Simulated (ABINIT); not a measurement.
BeS in ABINIT: convergence with k mesh

Input of the first run (k mesh 2 × 2 × 2); the others differ in this setting and in those tied to it:

The input run.abi:

```
pp_dirpath "./"
pseudos "S.GGA_PBE-JTH.xml, Be.GGA_PBE-JTH.xml"

acell 3*1.0
rprim
     0.0000000000     4.5825858522     4.5825858522
     4.5825858522     0.0000000000     4.5825858522
     4.5825858522     4.5825858522     0.0000000000
ntypat 2
znucl 16 4
natom 2
typat 1 2
xred
     0.7500000000     0.7500000000     0.7500000000
     0.0000000000     0.0000000000     0.0000000000

ecut 20.0
pawecutdg 40.0
pawxcdev 0

kptopt 1
ngkpt 2 2 2
nshiftk 1
shiftk 0.0 0.0 0.0

ixc 11

nband 9
occopt 6
tsmear 0.05 eV

nstep 100
tolvrs 1.0e-9

iomode 3
prtwf 0
prtden 0
prteig 0
prtebands 0
enunit 2
prtvol 2
```

Potentials or basis: JTH PAW PBE v2.0.

Launch:

```bash
$ abinit run.abi > log 2>&1
```

Hardware: 1 thread of Arm Neoverse V2 (shared host).

```csv
k mesh,energy less the tightest run (meV/atom),pressure (GPa),gap on the mesh (eV),SCF cycles,CPU time (s),peak memory (GiB)
2 × 2 × 2,760.83,12.53,2.936,10,2.9,0.08
3 × 3 × 3,122.95,3.59,3.792,11,3.5,0.08
4 × 4 × 4,25.36,1.93,3.097,12,4.3,0.08
5 × 5 × 5,5.82,1.53,3.398,11,4.9,0.08
7 × 7 × 7,0.38,1.39,3.263,11,6.8,0.09
8 × 8 × 8,0.11,1.38,3.110,11,8.4,0.08
9 × 9 × 9,0.03,1.38,3.204,11,9.7,0.09
11 × 11 × 11,0.00,1.38,3.173,12,15,0.1
14 × 14 × 14,0.00,1.38,3.110,11,24,0.1
```

Against the tightest run, the energy stays within 1 meV/atom from 7 × 7 × 7 on; the pressure stays within 0.1 GPa from 7 × 7 × 7 on. Not settled before the last step: the gap on the mesh (to 0.01 eV). Meshes of other sizes hit other points, so gaps and Fermi surfaces needn't settle smoothly. The tightest run that finished is the yardstick and may itself not be fully converged.
